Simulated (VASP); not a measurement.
A run of VASP 6.6.1 is set up as follows.

The input INCAR:

```
PREC = Accurate ; ENCUT = 600
EDIFF = 1E-7 ; ISMEAR = 0
SIGMA = 0.03 ; LREAL = False
LASPH = True ; NELM = 80
ALGO = Normal ; ISIF = 3
LWAVE = False ; LCHARG = False
METAGGA = R2SCAN ; LMIXTAU = True
IBRION = 2 ; NSW = 90
EDIFFG = -0.005
```

The input KPOINTS:

```
regular mesh
0
Gamma
  8 8 8
```

Contents of POSCAR:

```
CuI                                     
1.0
    0.0000000000      3.0103111285      3.0103111285
    3.0103111285      0.0000000000      3.0103111285
    3.0103111285      3.0103111285      0.0000000000
  Cu              I             
     1     1
Direct
     0.2500000000000000    0.2500000000000000    0.2500000000000000
     1.0000000000000000    0.0000000000000000    0.0000000000000000
```

Potentials or basis: VASP PAW PBE potentials, release 64 (Cu, I).

Run with:

```bash
$ cat potpaw_PBE.64/Cu/POTCAR potpaw_PBE.64/I/POTCAR > POTCAR
$ mpirun -np 1 vasp_std > vasp.out
```

Q: Predict the space group after relaxing (to 0.05 Å).

A: F-43m (No. 216).

Q: What does it give for the relaxed cell?

A: a = 4.258 Å, b = 4.258 Å, c = 4.258 Å, α = 60.00°, β = 60.00°, γ = 60.00°.

Q: Estimate the band gap on the k mesh.

A: 1.67 eV, direct.

Q: Estimate the relaxed volume.

A: 27.30 Å³/atom.

Final structure:
```
Cu I
1.0
     0.00000    3.01095    3.01095
     3.01095    0.00000    3.01095
     3.01095    3.01095    0.00000
Cu I
1 1
Direct
  0.25000 0.25000 0.25000
  0.00000 0.00000 0.00000
```

Caveat: the PAW data sets were made with another functional, which shifts forces and pressure a little; spin-orbit coupling is left out, which moves the levels of the heavy elements. r2SCAN opens gaps a little over a GGA but as a rule still falls short of measured ones.
